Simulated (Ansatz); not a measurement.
Suppose CdSe takes space group P4_2/mmc (No. 131), with Cd on 2c; Se on 2f. The cell of CdSe is invented: ordered vacancies on the anion sites of fluorite (occupants of the shared sites, in ratio, Se: 2, vacant: 2).

The calculation used DFT PBE, scalar-relativistic, plane waves, PAW in Ansatz 0.2.0. Cutoff 420 eV, Γ-centred mesh, Gaussian smearing, no spin polarisation.

Formation energies are uncorrected and refer to the elements' standard structures at the same level.

Problem. Which cell and coordinates does it relax to?

Solution.

Space group P4_2/mmc (No. 131). a = 4.094 Å, b = 4.094 Å, c = 7.356 Å, α = 90.00°, β = 90.00°, γ = 90.00°
```
atom  site  symmetry       x       y       z
  Cd    2c      mmm.  0.0000  0.5000  0.0000
  Se    2f      -4m2  0.5000  0.5000  0.2500
```

Around Cd lie 4 Se at 2.75 Å; Se is surrounded by 4 Cd at 2.75 Å. Another local minimum with the same sites may exist.

Problem. And its energy and gap?

Solution. The energy over the elements is −0.32 eV/atom and the gap on the 12×12×6 mesh of the 4-atom cell is 0 eV (a metal). It lies below the elements, which doesn't yet make it stable against other compounds or structures.

The last run used Gaussian smearing of 0.10 eV. The zero gap may come from the functional, which often closes small gaps. The reference form of Se is held partly by dispersion forces, which this level lacks. A structure relaxed within its symmetry needn't be a true minimum.
